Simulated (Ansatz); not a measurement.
# ZnS (Wurtzite-4H) (P6_3mc) in Ansatz: band structure with PBE0

Aim: the band structure of ZnS (Wurtzite-4H) with PBE0.

Program: Ansatz 0.2.0. These are calculated values, not measurements. Logs are shortened: lines on timing, memory, paths and dates and some standing lists are left out, and cuts for length are marked.

**The experiment to reproduce.**

A printed reference work, monograph reports, for a bulk crystal of ZnS at 4 K: band gap 3.911 eV (direct).

How close the calculation comes is told below.

### Step 1. Starting point

It takes space group P6_3mc (No. 186, hexagonal). The conventional cell has a = 3.823 Å, b = 3.823 Å, c = 12.520 Å, α = 90.00°, β = 90.00°, γ = 120.00°. Around Zn (site symmetry 3m) lie 4 S at 2.34 to 2.35 Å. Zn (site symmetry 3m) is surrounded by 4 S at 2.34 to 2.35 Å. Around S (site symmetry 3m) lie 4 Zn at 2.34 to 2.35 Å. S (site symmetry 3m) has 4 Zn at 2.34 to 2.35 Å as nearest neighbours.

### Step 2. Band structure, PBE0

File input:

```
crystal:
  lattice:
    - [3.8227, 0.0, 0.0]
    - [-1.91135, 3.310555311, 0.0]
    - [0.0, 0.0, 12.52]
  atoms:
    - { symbol: Zn, position: [0.6666666667, 0.3333333333, 0.75] }
    - { symbol: Zn, position: [0.3333333333, 0.6666666667, 0.25] }
    - { symbol: Zn, position: [0.0, 0.0, 0.5] }
    - { symbol: Zn, position: [0.0, 0.0, 0.0] }
    - { symbol: S, position: [0.6666666667, 0.3333333333, 0.9375] }
    - { symbol: S, position: [0.3333333333, 0.6666666667, 0.4375] }
    - { symbol: S, position: [0.0, 0.0, 0.6875] }
    - { symbol: S, position: [0.0, 0.0, 0.1875] }
hamiltonian:
  xc: pbe0
  pseudopotentials: { kind: paw }
kpoints:
  mp_grid: { grid: [6, 6, 2] }
  band_path:
    path:
      - [[0.0, 0.0, 0.0], [0.5, 0.0, 0.0], [0.3333333333, 0.3333333333, 0.0], [0.0, 0.0, 0.0], [0.0, 0.0, 0.5], [0.5, 0.0, 0.5], [0.3333333333, 0.3333333333, 0.5], [0.0, 0.0, 0.5]]
      - [[0.5, 0.0, 0.5], [0.5, 0.0, 0.0]]
      - [[0.3333333333, 0.3333333333, 0.0], [0.3333333333, 0.3333333333, 0.5]]
    npoints: 4
scf:
  occupations: { method: fermi_dirac, width: 0.05 }
  n_extra_bands: 20
output:
  forces: true
  stress: true
  eigenvalues: true
  fatbands: false
  write_density: true
  write_potential: true
  elf: true
  volumetric_format: npy
```

Potentials or basis: Ansatz PAW.

The log of the run:

```text
Warning: output.stress: scf.convergence.dr2_threshold = 1e-7 eV (the SCF's general default) is looser than the 8e-10 eV advised for a printed stress (1e-10 eV for each atom of the cell: 8). What an SCF threshold leaves in a stress goes as its square root, and in the free energy as the threshold itself, and one threshold admits the most on a small cell: of the crystals measured, under no hybrid functional and no lock of the moments, on runs that ended without the residual-converged pass, on stresses that held no estimate of that error, the worst erred by over 100 MPa in a component at 1e-7 eV an atom and by under 5 at 1e-10. Set scf.convergence.dr2_threshold to 8e-10 eV or tighter. The threshold is an SCF's pass mark: one that does not reach it within its budget of iterations ends unconverged, or closes short of it on a stop that the run arms, and scf.convergence.dr2_threshold's page says what that costs each kind of run
Warning: output.stress: scf.exx.energy_threshold = 1e-6 eV is looser than the 8e-8 eV advised for a stress under a hybrid functional (1e-8 eV for each atom of the cell: 8). Every SCF of the exchange loop can meet its threshold on dr2 while the loop round them stops early: no threshold on dr2 bounds what that leaves in the stress. Set scf.exx.energy_threshold to 8e-8 eV or tighter. The threshold is the loop's pass mark: a loop that does not reach it within its budget of cycles ends unconverged, and scf.exx.energy_threshold's page has the law
scf.n_extra_bands = 20 over 36 filled bands (N_el = 72.0): the run solves 56 bands
GPUs: using 1 of 1 available (devices: 1).
Engine: ansatz 0.2.0, x86_64-unknown-linux-gnu
Pseudopotentials: kind: paw
Pseudopotential: Zn, paw, valence charge 12, recommended cutoff 420 eV (normal), Zn.paw.azcp
Pseudopotential: S, paw, valence charge 6, recommended cutoff 420 eV (normal), S.paw.azcp
Functional definition: PBE0
  parameter a = 0.25
  parameter kappa = 0.804
  parameter beta = 0.06672455060314922
  exchange = (1 - a)*pbe_x(kappa = kappa, mu = beta*pi^2/3) + a*exact_x
  correlation = pbe_c(beta = beta)
device memory: the entry about to start is reckoned to put 1.9 GiB on a device that reports 40.3 GiB free (of which the cap on the GPU budget leaves the run 18.0 GiB)
GPU FFT provider: cuFFT
GPU libraries: cuBLAS 13.8.2, cuFFT 12.4.0, cuSOLVER 12.3.4
Crystal: 8 atoms, lattice volume = 158.444 Å³
Basis set: ecut = 420 eV, 3077 PW (Γ), exchange–correlation on 54×54×180 points (8 copies of the dense FFT grid, shifted against one another)
Bands: 56, of which v1, the nominal top of the filled ones, is band 36 counted from 1 (35 counted from 0)
Symmetry: 12 space group operations
Space group: P63mc (ITA 186), of the structure as read, at distance tolerance 5.4e-5 Å
k-points: 14 of 72
Non-local potential: Zn, projectors of the file, l = 0: 2, l = 1: 2, l = 2: 3, l = 3: 1
Non-local potential: S, projectors of the file, l = 0: 2, l = 1: 2, l = 2: 2
PAW form: soft (Blöchl's): semilocal exchange-correlation on the pseudo side does not see the compensation charge
PAW frozen core: Zn, regenerated for the run's functional, and the local potential with it (the file was generated under x = pbe(κ = 0.804, μ = 0.2195149727645171), c = pbe(β = 0.06672455060314922))
PAW frozen core: S, regenerated for the run's functional, and the local potential with it (the file was generated under x = pbe(κ = 0.804, μ = 0.2195149727645171), c = pbe(β = 0.06672455060314922))
PAW one-centre angular grid: Zn, 590 points (default); XC on 64 Gauss nodes
PAW one-centre angular grid: S, 110 points (default); XC on 64 Gauss nodes
Initial density: superposition of atomic densities (neutral atoms: chi_scale 0, normalization atom), corrected by the library's trained network
Initial wavefunctions: pseudopotential atomic-orbital guess
GPU buffer pool allocated for 65610 grid points (all kernels)
GPU transforms: local potential and band sums: pruned to the plane-wave sphere, on 25×25×90
Functional: x = pbe(κ = 0.804, μ = 0.2195149727645171), c = pbe(β = 0.06672455060314922), warm-up for x = 0.75 pbe(κ = 0.804, μ = 0.2195149727645171) + 0.25 exact, c = pbe(β = 0.06672455060314922)
SCF iter   1: F=—  HF=-16890.911155 eV  |F-HF|=—  |Δ(HF+E_count)|=         —  Δρ=1.60e-3  dr2=4.42e-3  ethr=1.77e-3  ⟨swp⟩=13.4  Hψ=4355  notcnv=0
[... 29 lines left out ...]
GPU buffer pool allocated for 65610 grid points (all kernels)
GPU transforms: local potential and band sums: pruned to the plane-wave sphere, on 25×25×90
Exchange kernel: α = 0.2500, full range, Wigner–Seitz truncation, v(0) = 17406.4225 eV·Å³, q-mesh 6×6×2, nearest image of the exchange supercell L = 22.94 Å, pair-density grid 18×18×54, without the augmentation charges, whose exchange is taken in its separable form by FFT convolution over the k-point mesh (sized by the pseudopotential files, 24×24×90 at the most), smooth part of the exact exchange by density-matrix convolution in up to 4.77 GiB of GPU memory as planned if the GPU has room (build and FFT work areas not counted)
Frozen-core exchange: fock
SCF iter   1: F=—  HF=-16894.671754 eV  |F-HF|=—  |Δ(HF+E_count)|=         —  Δρ=8.26e-5  dr2=7.27e-6  ethr=1.11e-6  ⟨swp⟩=5.4  Hψ=1920  notcnv=0
preconditioner: auto → none  [insulator: Δε(μ)=4.015 eV  Ē_g=16.204 eV  σ=0.050 eV  W_gap=1.00  n_scr=38 (ndim 8)  ℏωp=25.0 eV  f_vac=0.035  D(μ)=0.00/eV (n_scr^D=0)]
SCF iter   2: F=—  HF=-16894.671753 eV  |F-HF|=—  |Δ(HF+E_count)|=   1.09e-6  Δρ=1.53e-5  dr2=7.40e-7  ethr=9.01e-9  ⟨swp⟩=3.9  Hψ=1886  notcnv=0
SCF iter   3: F=—  HF=-16894.671756 eV  |F-HF|=—  |Δ(HF+E_count)|=   2.88e-6  Δρ=1.57e-5  dr2=3.30e-7  ethr=2.42e-10  ⟨swp⟩=5.1  Hψ=2619  notcnv=0  defer=1
SCF iter   4: F=—  HF=-16894.671756 eV  |F-HF|=—  |Δ(HF+E_count)|=   8.29e-8  Δρ=2.14e-6  dr2=1.95e-8  ethr=2.42e-10  ⟨swp⟩=3.1  Hψ=1568  notcnv=0
SCF iter   5: F=—  HF=-16894.671756 eV  |F-HF|=—  |Δ(HF+E_count)|=   7.60e-8  Δρ=2.72e-6  dr2=1.05e-8  ethr=5.97e-12  ⟨swp⟩=5.1  Hψ=2671  notcnv=0  defer=1
SCF iter   6: F=-16894.671756 eV  HF=-16894.671756 eV  |F-HF|=7.79e-10  |Δ(HF+E_count)|=   3.38e-9  Δρ=4.96e-7  dr2=1.10e-9  ethr=5.97e-12  ⟨swp⟩=4.1  Hψ=1885  notcnv=0
SCF 3 converged in 6 iterations: F = -16894.671756 eV  dr2 = 1.10e-9
  Residual-converged pass: ⟨swp⟩=2.6  Hψ=1259  notcnv=0  max |occ|·‖R‖ = 8.2e-7 eV (tolerance 8.9e-7 eV)  dr2=1.10e-9  dr2_onsite=2.20e-10  max |Δocc| = 3.7e-27
hybrid outer 2: dexx = +3.229e-6 eV, tail = 6.58e-8 eV, Δε = 4.17e-3 eV (about 1.18e-4 eV left of the loop's levels), ΔF = 5.67e-4 eV/Å (tail 2.28e-4)
device memory: the entry about to start is reckoned to put 1.4 GiB on a device that reports 42.1 GiB free (of which the cap on the GPU budget leaves the run 18.0 GiB)
NSCF: frozen V_eff on 39 k-points, pencils in batches of 32, up to order 248
hybrid SCF converged: 2 outer / 12 inner (+3 warm-up), last move |dexx| = 3.23e-6 eV, tail = 6.58e-8 eV
Stability not checked: this state was not tested for a lower state beside it, because the functional holds exact exchange (a hybrid, or Hartree-Fock), whose exchange loop this test does not read (fock_operator; see scf.lower_state_search)
Free energy (F): -16894.671756 eV
Frozen-core exchange: fock
Harris-Foulkes:  -16894.671756 eV  (|F-HF|=7.79e-10)
Internal energy: -16894.671756 eV  (E = F + TS)
E sigma→0 (E₀):  -16894.671756 eV
Fermi energy:    6.677782 eV
--- Per-component energies (eV) ---
  E_band       = -141.347560
  E_kinetic    = 951.156347
  E_local      = -8219.512833  (includes V_loc(G=0)·N_el)
  E_nonlocal   = 2589.558657
  E_hartree    = 3456.108045
  E_xc         = -719.009006
  E_vxc        = -430.148649  (∫ρ·V_xc dr)
  E_exx        = -242.617556  (= α·E_x^exact, valence–valence)
  E_paw        = -9708.445997  (= ΣΔE_a)
  E_vpaw       = -1459.380375  (= ΣTr[D̂ρ^β])
  E_aug_tail   = -0.001463  (compensation charges beyond the density's cutoff)
  E_ewald      = -5003.879258
  E_core_change = 1.971308  (= ΣΔE_core)
  E_smearing   = -0.000000  (= −TS)
  E_closure    = -0.000000  (closes the sum)
  Σ components = -16894.671756   (vs F -16894.671756, Δ=3.64e-12)
--- Forces (eV/Å), atoms counted from 1 ---
  atom   1  Zn    -0.00000000    -0.00000000     0.01226316
  atom   2  Zn    -0.00000000     0.00000000     0.01226316
  atom   3  Zn     0.00000000    -0.00000000     0.01447457
  atom   4  Zn     0.00000000     0.00000000     0.01447457
  atom   5  S     -0.00000000    -0.00000000     0.01234865
  atom   6  S      0.00000000     0.00000000     0.01234865
  atom   7  S      0.00000000     0.00000000    -0.03909647
  atom   8  S      0.00000000    -0.00000000    -0.03909647
  max |Σ_I F_I| component: 2.02e-5 eV/Å
--- Stress (GPa, compression-positive) ---
        0.476344       0.000000       0.000000
       -0.000000       0.476344       0.000000
        0.000000       0.000000       0.248277
  P = ⅓ Tr σ = 0.4003 GPa (4.003 kbar)
--- Band table (eV; the first three rows and the last of 14) ---
  k-point 0: bands = ["-9.7245", "-9.2785", "-9.2659", "-8.7413", "-3.3048", "-3.3007", "-3.3007", "-3.2647", "-3.2647", "-3.2435", "-3.2435", "-3.2108", "-3.2108", "-3.2000", "-3.1917", "-2.8888", "-2.8888", "-2.8841", "-2.8841", "-2.8565", "-2.8565", "-2.8445", "-2.8445", "-2.6405", "-1.0011", "1.5324", "1.5435", "3.7130", "3.7130", "4.1376", "4.1376", "4.1598", "4.1598", "4.6076", "4.6446", "4.6446", "8.6606", "9.7739", "9.9872", "10.2401", "13.0043", "13.0043", "13.1289", "13.2996", "13.2996", "13.4535", "13.5894", "13.8447", "13.8447", "13.9745", "13.9745", "15.7964", "17.2041", "17.2041", "17.6098", "17.6098"]
  k-point 1: bands = ["-9.5987", "-9.5987", "-8.9067", "-8.9067", "-3.2885", "-3.2885", "-3.2875", "-3.2875", "-3.2875", "-3.2875", "-3.2225", "-3.2225", "-3.2225", "-3.2225", "-2.9287", "-2.9287", "-2.8862", "-2.8862", "-2.8862", "-2.8862", "-2.8507", "-2.8507", "-2.8507", "-2.8507", "-0.1663", "-0.1663", "3.4637", "3.4637", "3.8357", "3.8357", "3.8357", "3.8357", "4.4913", "4.4913", "4.4913", "4.4913", "9.5228", "9.5228", "9.9074", "9.9074", "12.9217", "12.9217", "13.1720", "13.1720", "13.1720", "13.1720", "13.8601", "13.8601", "13.8601", "13.8601", "15.0179", "15.0179", "17.6505", "17.6505", "17.6505", "17.6505"]
  k-point 2: bands = ["-9.5293", "-9.1200", "-9.1075", "-8.6386", "-3.2835", "-3.2746", "-3.2687", "-3.2347", "-3.2251", "-3.2232", "-3.2039", "-3.2018", "-3.1682", "-3.1635", "-3.1529", "-2.9076", "-2.8980", "-2.8958", "-2.8737", "-2.8690", "-2.8578", "-2.8493", "-2.8355", "-2.5862", "-0.7346", "1.3765", "1.4047", "2.4767", "3.0494", "3.1735", "3.2874", "3.3973", "3.8022", "3.8135", "4.3589", "4.4079", "9.8173", "10.7555", "10.9243", "11.2637", "12.1619", "12.2234", "12.7241", "13.3837", "13.4733", "13.4768", "13.7872", "14.0899", "14.4255", "14.6541", "14.9506", "15.0851", "16.0739", "16.5240", "17.8517", "18.1198"]
  k-point 13: bands = ["-8.4996", "-8.4996", "-8.4859", "-8.4859", "-3.2086", "-3.2086", "-3.1148", "-3.1148", "-3.1074", "-3.1074", "-3.0794", "-3.0794", "-2.9325", "-2.9325", "-2.9286", "-2.9286", "-2.8977", "-2.8977", "-2.8606", "-2.8606", "-2.5198", "-2.5198", "-2.5047", "-2.5047", "-0.3251", "-0.3251", "-0.2203", "-0.2203", "1.0715", "1.0715", "1.6723", "1.6723", "2.7263", "2.7263", "2.9262", "2.9262", "10.8444", "10.8444", "11.9056", "11.9056", "12.8766", "12.8766", "13.3581", "13.3581", "14.2480", "14.2480", "14.7953", "14.7953", "15.9355", "15.9355", "16.5363", "16.5363", "17.2244", "17.2244", "17.7142", "17.7142"]
```

Wall time 2.5 min (1 × NVIDIA H100 80GB HBM3 with 2 threads of AMD EPYC 7R13 (Zen 3), shared host); peak memory 3.2 GiB.

What came out:

```yaml
Free_energy: -16894.6718 eV
Pressure: 0.4 GPa
Largest_force: 0.039 eV/Å
Band_gap_on_the_k_mesh: 4.02 eV, direct
Band_gap_along_the_path: 4.02 eV, direct
```

Forces in eV/Å, atoms in the order of the input:
```
Zn   0.000  0.000  0.012
Zn   0.000  0.000  0.012
Zn   0.000  0.000  0.014
Zn   0.000  0.000  0.014
S    0.000  0.000  0.012
S    0.000  0.000  0.012
S    0.000  0.000 -0.039
S    0.000  0.000 -0.039
```

Levels at the corners of the path, in eV from the valence-band top:
```csv
point,band 34,band 35,band 36,band 37,band 38,band 39
Γ,-0.04,0.00,0.00,4.02,5.13,5.34
M,-1.68,-1.18,-0.93,5.14,5.16,5.63
K,-1.87,-1.87,-1.40,6.47,6.78,6.78
Γ,-0.04,0.00,0.00,4.02,5.13,5.34
A,-0.15,-0.15,-0.15,4.88,4.88,5.26
L,-1.60,-1.18,-1.18,5.53,5.53,5.91
H,-1.92,-1.72,-1.72,6.20,6.20,7.26
A,-0.15,-0.15,-0.15,4.88,4.88,5.26
L,-1.60,-1.18,-1.18,5.53,5.53,5.91
M,-1.68,-1.18,-0.93,5.14,5.16,5.63
K,-1.87,-1.87,-1.40,6.47,6.78,6.78
H,-1.92,-1.72,-1.72,6.20,6.20,7.26
```

Caveat: the PAW data sets come from PBE, with cores solved anew for the run's functional, which leaves a small shift of forces and pressure; the thresholds are loose for stress.

### Step 3. Comparison with measurements

Step 2. A measured gap of ZnS is 3.911 eV (direct; 4 K; a printed reference work, monograph); the calculated 4.02 eV misses it by +0.11 eV. The value is that of PBE0, without temperature or zero-point motion.
